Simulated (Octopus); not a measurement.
# Si (Fd-3m) in Octopus: equation of state

How stiff is Si in PBE, and what volume does it want? The cell is scaled to several volumes.

Program: Octopus 16.4. These are calculated values, not measurements. Logs are shortened: lines on timing, memory, paths and dates and some standing lists are left out, and cuts for length are marked.

### 1 The crystal as given

It takes space group Fd-3m (No. 227, cubic). Conventional cell: a = 5.444 Å, b = 5.444 Å, c = 5.444 Å, α = 90.00°, β = 90.00°, γ = 90.00°. Si (site symmetry -43m) has 4 Si at 2.36 Å as nearest neighbours.

### 2 Equation of state, PBE, 20.16 Å³/atom

Contents of inp:

```
CalculationMode = gs
UnitsOutput = eV_Angstrom
PeriodicDimensions = 3
ExperimentalFeatures = yes
PseudopotentialSet = pseudodojo_pbe
%LatticeParameters
 1*angstrom | 1*angstrom | 1*angstrom
%
%LatticeVectors
 0 | 2.7218511865 | 2.7218511865
 2.7218511865 | 0 | 2.7218511865
 2.7218511865 | 2.7218511865 | 0
%
%ReducedCoordinates
 "Si" | 0.5 | 0.5 | 0.5
 "Si" | 0.75 | 0.75 | 0.75
%
%Spacing
 0.20259362*angstrom | 0.20259362*angstrom | 0.20259362*angstrom
%
DerivativesOrder = 8
%KPointsGrid
 8 | 8 | 8
%
KPointsUseSymmetries = yes
XCFunctional = gga_x_pbe + gga_c_pbe
SmearingFunction = fermi_dirac
Smearing = 0.05*eV
ExtraStates = 6
Eigensolver = chebyshev_filter
ConvRelDens = 3e-7
MaximumIter = 120
```

Potentials or basis: pseudodojo_pbe (PseudoDojo 0.5, PBE).

Launch:

```sh
$ OMP_NUM_THREADS=1 octopus > out.log
```

out.log:

```text
Running octopus

Version                : 16.4
Optional libraries     :

************************** Calculation Mode **************************
Input: [CalculationMode = gs]
**********************************************************************

Input: [SpinComponents = unpolarized]

******************************* Space ********************************
Octopus will run in 3 dimension(s).
Octopus will treat the system as periodic in 3 dimension(s).
**********************************************************************

Input: [AllElectronType = no]
Input: [PseudopotentialSet = pseudodojo_pbe]
Reading Coordinates from ReducedCoordinates block

****************************** Species *******************************
  Species 'Si'
    type             : pseudopotential
    file             : 'Si.upf'
    file format      : UPF2
    valence charge   : 4.0
    atomic number    :  14
    form on file     : kleinman-bylander
    lmax             : 2
    llocal           : -1
    projectors per l : 2
    total projectors : 6
    application form : kleinman-bylander
    orbitals         :  4
    bound orbitals   :  4

**********************************************************************

***************************** Symmetries *****************************
Space group No.  227
International: Fd-3m
Schoenflies: Oh^7
Info: The system has    24 symmorphic symmetries that can be used.
  Index                Rotation matrix                      Fractional translations
    1 :     1   0   0     0   1   0     0   0   1      0.000000    0.000000    0.000000
    2 :     0   1  -1     1   0  -1     0   0  -1      0.000000    0.000000    0.000000
    3 :    -1   0   0    -1   0   1    -1   1   0      0.000000    0.000000    0.000000
    4 :     0  -1   1     0  -1   0     1  -1   0      0.000000    0.000000    0.000000
    5 :     0   1   0     0   0   1     1   0   0      0.000000    0.000000    0.000000
    6 :    -1   0   1    -1   1   0    -1   0   0      0.000000    0.000000    0.000000
[... 16 lines left out ...]
   23 :     1   0   0     0   0   1     0   1   0      0.000000    0.000000    0.000000
   24 :     0  -1   1     1  -1   0     0  -1   0      0.000000    0.000000    0.000000
Info: The system also has    24 nonsymmorphic symmetries (not used for electrons).
    1 :     1   0  -1     1   0   0     1  -1   0      0.250000    0.250000    0.250000
    2 :     0   1   0     0   1  -1    -1   1   0      0.250000    0.250000    0.250000
    3 :     0  -1   0    -1   0   0     0   0  -1      0.250000    0.250000    0.250000
    4 :    -1   0   1     0  -1   1     0   0   1      0.250000    0.250000    0.250000
    5 :    -1   1   0     0   1   0     0   1  -1      0.250000    0.250000    0.250000
    6 :     0   0   1    -1   0   1     0  -1   1      0.250000    0.250000    0.250000
[... 16 lines left out ...]
   23 :     0   0   1     0  -1   1    -1   0   1      0.250000    0.250000    0.250000
   24 :     1  -1   0     1   0   0     1   0  -1      0.250000    0.250000    0.250000
**********************************************************************

Input: [CurvMethod = curv_affine]
Input: [DerivativesStencil = stencil_stargeneral]

****************************** Lattice *******************************
  Lattice Vectors [A]
    0.000000    2.721851    2.721851
    2.721851    0.000000    2.721851
    2.721851    2.721851    0.000000
  Cell volume =            40.3295 [A^3]
  Reciprocal-Lattice Vectors [A^-1]
   -1.154212    1.154212    1.154212
    1.154212   -1.154212    1.154212
    1.154212    1.154212   -1.154212
  Cell angles [degree]
    alpha =   60.000
    beta  =   60.000
    gamma =   60.000
**********************************************************************

Checking if the generated full k-point grid is symmetric
[... 120 lines left out ...]
**********************************************************************

Input: [MixField = potential] (what to mix during SCF cycles)
Input: [MixingScheme = broyden]
Info: Mixing uses    4 steps and restarts after   20 steps.
Input: [LCAOStart = lcao_states]
Input: [LCAOScaleFactor = 1.000]
Input: [LCAOMaximumOrbitalRadius = 10.58 A]

** Warning:
**   Cannot do LCAO for all states because there are not enough atomic orbitals.
**   Required: 10. Available: 8. 2 orbitals will be randomized.

Info: Unnormalized total charge =      7.989183
Info: Renormalized total charge =      8.000000

** Warning:
**   Symmetrization discrepancy ratio (scalar) =  2.10217E-03

Info: Setting up Hamiltonian.
Info: Performing initial LCAO calculation with      8 orbitals.
Info: Getting Hamiltonian matrix elements.

Eigenvalues [eV]
 #st  Spin   Eigenvalue      Occupation
#k =       1, k = (  0.000000,  0.000000,  0.000000)
   1   --    -7.896233       2.000000
   2   --     4.309256       2.000000
   3   --     4.310304       2.000000
   4   --     4.310304       2.000000
   5   --     7.257012       1.999911
   6   --     7.257012       1.999911
   7   --     7.257267       1.999911
   8   --     7.468376       1.993925
#k =       2, k = (  0.125000,  0.000000,  0.000000)
   1   --    -7.667590       2.000000
   2   --     3.042752       2.000000
   3   --     4.302624       2.000000
   4   --     4.303481       2.000000
   5   --     7.571513       1.953181
   6   --     7.691491       1.582137
   7   --     7.691642       1.581133
   8   --     9.090428       0.000000
[... 27 further k-points ...]
Fermi energy =     7.758059 eV
Generating random wavefunctions for states        9 and above
Orthogonalizing wavefunctions.
Info: Ground-state restart information will be written to 'restart/gs'.
Info: SCF using complex wavefunctions.
Info: Starting SCF iteration.

** Warning:
**   Symmetrization discrepancy ratio (scalar) =  1.10343E-01

*********************** SCF CYCLE ITER #    1 ************************
 etot  = -2.34732018E+02 abs_ev   =  1.93E+01 rel_ev   =  1.92E+00
 ediff =        8.63E+00 abs_dens =  1.36E+00 rel_dens =  1.70E-01
Matrix vector products: 725
Converged eigenvectors: 0

#  State  KPoint  Eigenvalue [eV]  Occupation    Error
      1       1       -8.100991    2.000000   ( 1.5E-06)
      1       2       -7.901027    2.000000   ( 6.3E-06)
      1       3       -7.833526    2.000000   ( 4.0E-06)
      1       4       -7.572043    2.000000   ( 5.3E-06)
      1       5       -7.375075    2.000000   ( 7.6E-06)
      1       6       -7.319129    2.000000   ( 7.2E-06)
      1      10       -7.041183    2.000000   ( 5.0E-06)
      1       7       -6.879829    2.000000   ( 8.8E-06)
[... 23 lines left out ...]
     10      10       15.413438    0.000000   ( 9.4E-03)
     10      23       15.610192    0.000000   ( 4.1E-02)
     10      16       15.655954    0.000000   ( 3.7E-02)
     10      14       15.697981    0.000000   ( 1.9E-02)
     10      26       15.840181    0.000000   ( 3.7E-02)
     10      21       16.092165    0.000000   ( 7.0E-02)
     10      29       16.752688    0.000000   ( 2.9E-02)
     10      24       17.452583    0.000000   ( 1.7E-02)

Density of states:

------------------------------------------%---------------------------
-----------------------%------------------%---------------------------
-----------------------%--------------%---%-%--%%-----%---------------
-----------------------%-%%-----------%-%-%-%--%%-----%---------------
--------------%--------%-%%-%---------%-%-%-%--%%-----%----%----------
------%-------%-------%%-%%%%---------%%%%%-%--%%---%%%%---%%---------
------%-------%-%-----%%-%%%%---------%%%%%-%-%%%---%%%%-%-%%---%-----
----%-%-%%---%%-%-----%%-%%%%%--------%%%%%%%%%%%%%-%%%%-%%%%%--%-----
----%%%%%%-%-%%%%---%%%%%%%%%%%-----%%%%%%%%%%%%%%%%%%%%-%%%%%%%%%----
-%%%%%%%%%%%-%%%%%%%%%%%%%%%%%%%---%%%%%%%%%%%%%%%%%%%%%%%%%%%%%%%----
                                 ^

Fermi energy =     4.139498 eV

**********************************************************************

*********************** SCF CYCLE ITER #    2 ************************
 etot  = -2.32891199E+02 abs_ev   =  1.35E+00 rel_ev   =  1.54E-01
 ediff =        6.76E-02 abs_dens =  9.00E-02 rel_dens =  1.13E-02
Matrix vector products: 725
Converged eigenvectors: 0
[... 151 lines left out ...]
*********************** SCF CYCLE ITER #   15 ************************
 etot  = -2.30284239E+02 abs_ev   =  1.11E-06 rel_ev   =  1.62E-07
 ediff =        4.85E-08 abs_dens =  4.45E-08 rel_dens =  5.56E-09
Matrix vector products: 725
Converged eigenvectors: 158

#  State  KPoint  Eigenvalue [eV]  Occupation    Error
      1       1       -7.723439    2.000000   ( 3.7E-09)
      1       2       -7.520655    2.000000   ( 4.6E-09)
      1       3       -7.452311    2.000000   ( 3.7E-09)
      1       4       -7.186717    2.000000   ( 5.1E-09)
      1       5       -6.986821    2.000000   ( 4.2E-09)
      1       6       -6.929215    2.000000   ( 6.5E-09)
      1      10       -6.648662    2.000000   ( 7.3E-09)
      1       7       -6.481911    2.000000   ( 4.6E-09)
[... 23 lines left out ...]
     10      24       14.813736    0.000000   ( 4.9E-04)
      9      26       14.894871    0.000000   ( 4.6E-04)
     10      26       14.970339    0.000000   ( 9.9E-04)
     10       9       15.016456    0.000000   ( 1.4E-02)
      9      29       15.154722    0.000000   ( 1.3E-04)
     10      29       15.154865    0.000000   ( 7.8E-04)
     10      23       15.227500    0.000000   ( 2.0E-03)
     10      22       15.454426    0.000000   ( 5.6E-03)

Density of states:

----------------------------------------------%------------%----------
----------------------------------------------%------------%----------
----------------------------------------------%------------%%---------
-------------------------------------------%--%------%-----%%------%--
---------------%------------%%-------------%%-%-%---%%-----%%------%--
---------------%-------%-%%%%%%%%--------%%%%-%-%%%-%%---%-%%--%--%%%-
-------%-------%--%----%-%%%%%%%%--------%%%%%%-%%%%%%---%%%%-%%--%%%-
-----%-%%-%----%--%----%%%%%%%%%%-------%%%%%%%%%%%%%%%-%%%%%-%%%%%%%-
--%-%%%%%%%----%%%%----%%%%%%%%%%%------%%%%%%%%%%%%%%%%%%%%%-%%%%%%%-
-%%-%%%%%%%%%%%%%%%%%%%%%%%%%%%%%%-%--%%%%%%%%%%%%%%%%%%%%%%%%%%%%%%%-
                                    ^

Fermi energy =     4.483757 eV

**********************************************************************

Info: SCF converged in   15 iterations

** Warning:
**   Some of the states are not fully converged!

Info: Number of matrix-vector products:      10875
Info: Finished writing information to 'restart/gs'.

Octopus emitted 19 warnings.
```

Wall time 60 s (1 thread of Arm Neoverse V1, shared host); peak memory 0.21 GiB.

Results:

```yaml
Free_energy: -230.2843 eV
Band_gap_on_the_k_mesh: 0.63 eV, indirect (least direct gap 2.55 eV)
```

### 3 Equation of state, PBE, 19.76 Å³/atom (volume scaled by 0.98)

Edit inp of step 2 so:

```diff
@@ -9,5 +9,5 @@
 %LatticeVectors
- 0 | 2.7218511865 | 2.7218511865
- 2.7218511865 | 0 | 2.7218511865
- 2.7218511865 | 2.7218511865 | 0
+ 0 | 2.7035831784 | 2.7035831784
+ 2.7035831784 | 0 | 2.7035831784
+ 2.7035831784 | 2.7035831784 | 0
 %
@@ -18,3 +18,3 @@
 %Spacing
- 0.20259362*angstrom | 0.20259362*angstrom | 0.20259362*angstrom
+ 0.20123389*angstrom | 0.20123389*angstrom | 0.20123389*angstrom
 %
@@ -32 +32,6 @@
 MaximumIter = 120
+%Output
+ density | cube
+ elf | cube
+ potential | cube
+%
```

Potentials or basis: pseudodojo_pbe (PseudoDojo 0.5, PBE).

Launch:

```sh
$ OMP_NUM_THREADS=1 octopus > out.log
```

It took 56 s on 1 thread of Arm Neoverse V1, shared host; peak memory 0.21 GiB.

The run converged. Its results:

| Quantity | Value |
| --- | --- |
| Free energy | -230.2738 eV |
| Band gap on the k mesh | 0.59 eV, indirect (least direct gap 2.56 eV) |

### 4 Equation of state, PBE, 20.57 Å³/atom (volume scaled by 1.02)

Edit inp of step 3 so:

```diff
@@ -9,5 +9,5 @@
 %LatticeVectors
- 0 | 2.7035831784 | 2.7035831784
- 2.7035831784 | 0 | 2.7035831784
- 2.7035831784 | 2.7035831784 | 0
+ 0 | 2.7398772164 | 2.7398772164
+ 2.7398772164 | 0 | 2.7398772164
+ 2.7398772164 | 2.7398772164 | 0
 %
@@ -18,3 +18,3 @@
 %Spacing
- 0.20123389*angstrom | 0.20123389*angstrom | 0.20123389*angstrom
+ 0.20393534*angstrom | 0.20393534*angstrom | 0.20393534*angstrom
 %
@@ -32,6 +32 @@
 MaximumIter = 120
-%Output
- density | cube
- elf | cube
- potential | cube
-%
```

Launch:

```sh
$ OMP_NUM_THREADS=1 octopus > out.log
```

Run time: 58 s. Hardware: 1 thread of Arm Neoverse V1, shared host; peak memory 0.21 GiB.

It converged, with:

| Quantity | Value |
| --- | --- |
| Free energy | -230.2875 eV |
| Band gap on the k mesh | 0.66 eV, indirect (least direct gap 2.54 eV) |

### 5 Equation of state, PBE, 19.36 Å³/atom (volume scaled by 0.96)

Edit inp of step 4 so:

```diff
@@ -9,5 +9,5 @@
 %LatticeVectors
- 0 | 2.7398772164 | 2.7398772164
- 2.7398772164 | 0 | 2.7398772164
- 2.7398772164 | 2.7398772164 | 0
+ 0 | 2.6850649043 | 2.6850649043
+ 2.6850649043 | 0 | 2.6850649043
+ 2.6850649043 | 2.6850649043 | 0
 %
@@ -18,3 +18,3 @@
 %Spacing
- 0.20393534*angstrom | 0.20393534*angstrom | 0.20393534*angstrom
+ 0.19985554*angstrom | 0.19985554*angstrom | 0.19985554*angstrom
 %
```

Launch:

```sh
$ OMP_NUM_THREADS=1 octopus > out.log
```

It took 55 s on 1 thread of Arm Neoverse V1, shared host; peak memory 0.21 GiB.

It converged, with:

```
Free energy            : -230.2506 eV
Band gap on the k mesh : 0.56 eV, indirect (least direct gap 2.57 eV)
```

### 6 Equation of state, PBE, 20.97 Å³/atom (volume scaled by 1.04)

Edit inp of step 5 so:

```diff
@@ -9,5 +9,5 @@
 %LatticeVectors
- 0 | 2.6850649043 | 2.6850649043
- 2.6850649043 | 0 | 2.6850649043
- 2.6850649043 | 2.6850649043 | 0
+ 0 | 2.7576691254 | 2.7576691254
+ 2.7576691254 | 0 | 2.7576691254
+ 2.7576691254 | 2.7576691254 | 0
 %
@@ -18,3 +18,3 @@
 %Spacing
- 0.19985554*angstrom | 0.19985554*angstrom | 0.19985554*angstrom
+ 0.20525964*angstrom | 0.20525964*angstrom | 0.20525964*angstrom
 %
```

Potentials or basis: pseudodojo_pbe (PseudoDojo 0.5, PBE).

Launch:

```sh
$ OMP_NUM_THREADS=1 octopus > out.log
```

Run time: 58 s. Hardware: 1 thread of Arm Neoverse V1, shared host; peak memory 0.21 GiB.

It converged, with:

```yaml
Free_energy: -230.2818 eV
Band_gap_on_the_k_mesh: 0.69 eV, indirect (least direct gap 2.53 eV)
```

### 7 Equation of state, PBE, 18.95 Å³/atom (volume scaled by 0.94)

Edit inp of step 6 so:

```diff
@@ -9,5 +9,5 @@
 %LatticeVectors
- 0 | 2.7576691254 | 2.7576691254
- 2.7576691254 | 0 | 2.7576691254
- 2.7576691254 | 2.7576691254 | 0
+ 0 | 2.6662876123 | 2.6662876123
+ 2.6662876123 | 0 | 2.6662876123
+ 2.6662876123 | 2.6662876123 | 0
 %
@@ -18,3 +18,3 @@
 %Spacing
- 0.20525964*angstrom | 0.20525964*angstrom | 0.20525964*angstrom
+ 0.19845790*angstrom | 0.19845790*angstrom | 0.19845790*angstrom
 %
```

Launch:

```sh
$ OMP_NUM_THREADS=1 octopus > out.log
```

Wall time 55 s (1 thread of Arm Neoverse V1, shared host); peak memory 0.21 GiB.

The run converged. Its results:

- Free energy: -230.2160 eV
- Band gap on the k mesh: 0.52 eV, indirect (least direct gap 2.58 eV)

### 8 Equation of state, PBE, 21.37 Å³/atom (volume scaled by 1.06)

Edit inp of step 7 so:

```diff
@@ -9,5 +9,5 @@
 %LatticeVectors
- 0 | 2.6662876123 | 2.6662876123
- 2.6662876123 | 0 | 2.6662876123
- 2.6662876123 | 2.6662876123 | 0
+ 0 | 2.7752343705 | 2.7752343705
+ 2.7752343705 | 0 | 2.7752343705
+ 2.7752343705 | 2.7752343705 | 0
 %
@@ -18,3 +18,3 @@
 %Spacing
- 0.19845790*angstrom | 0.19845790*angstrom | 0.19845790*angstrom
+ 0.20656706*angstrom | 0.20656706*angstrom | 0.20656706*angstrom
 %
```

Launch:

```sh
$ OMP_NUM_THREADS=1 octopus > out.log
```

It took 59 s on 1 thread of Arm Neoverse V1, shared host; peak memory 0.21 GiB.

It converged, with:

* Free energy: -230.2679 eV
* Band gap on the k mesh: 0.71 eV, indirect (least direct gap 2.44 eV)

### 9 Equation of state, PBE

Potentials or basis: pseudodojo_pbe (PseudoDojo 0.5, PBE).

This step only gathers the single runs of the series.

What came out:

* Equilibrium volume: 20.47 Å³/atom
* Bulk modulus: 87 GPa
* Pressure derivative of the bulk modulus: 5.3 (rough: it moves with the points fitted)

Energy against volume, from the lowest point:
```
volume (Å³/atom)  energy (meV/atom)
          18.955              35.76
          19.358              18.48
          19.761               6.85
          20.165               1.63
          20.568               0.00
          20.971               2.86
          21.375               9.80
```

Caveat: the number of grid points is fixed, so the spacing changes with the cell, which shifts volumes and moduli.
